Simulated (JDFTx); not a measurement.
# HfN under changes of volume

One of the cells (11.482 Å³/atom); the others are scaled copies at fixed shape and fractional positions:

```
CELL_PARAMETERS angstrom
0.00000 2.25600 2.25600
2.25600 0.00000 2.25600
2.25600 2.25600 0.00000
ATOMIC_POSITIONS crystal
Hf 0.00000 0.00000 0.00000
N 0.50000 0.50000 0.50000
```

- Program: JDFTx 1.7.0 (patched build)
- Functional: PBE
- Potentials or basis: PseudoDojo-SR-PBE-0.5-standard with smoothed tails
- Cutoff: 1143 eV
- Density cutoff: 9143 eV
- k mesh: 10 × 10 × 10
- Occupations: fermi-dirac, width 0.05 eV
- Spin: no spin polarisation

| volume (Å³/atom) | energy over the lowest point (meV/atom) | pressure (GPa) |
| --- | --- | --- |
| 10.793 | ? | ? |
| 11.023 | 39.52 | 18.9 |
| 11.252 | 17.38 | 12.1 |
| 11.482 | 4.51 | 6.0 |
| 11.712 | 0.00 | 0.4 |
| 11.941 | 3.02 | -4.6 |
| 12.171 | 12.83 | -9.0 |

Task: What does the run at 10.793 Å³/atom give?

Result: Energy over the lowest point 71.97 meV/atom; pressure 26.5 GPa.

Worked out: A Birch-Murnaghan fit of order 3 (a polynomial in V^(-2/3)) to the other rows has its minimum at 11.73 Å³/atom with B0 = V·E''(V) = 266 GPa and B' = 4.4. It gives 72.13 meV/atom at 10.793 Å³/atom, against the run's 71.97, and -dE/dV = 26.6 GPa, against 26.5.

Energies are extrapolated to zero smearing.
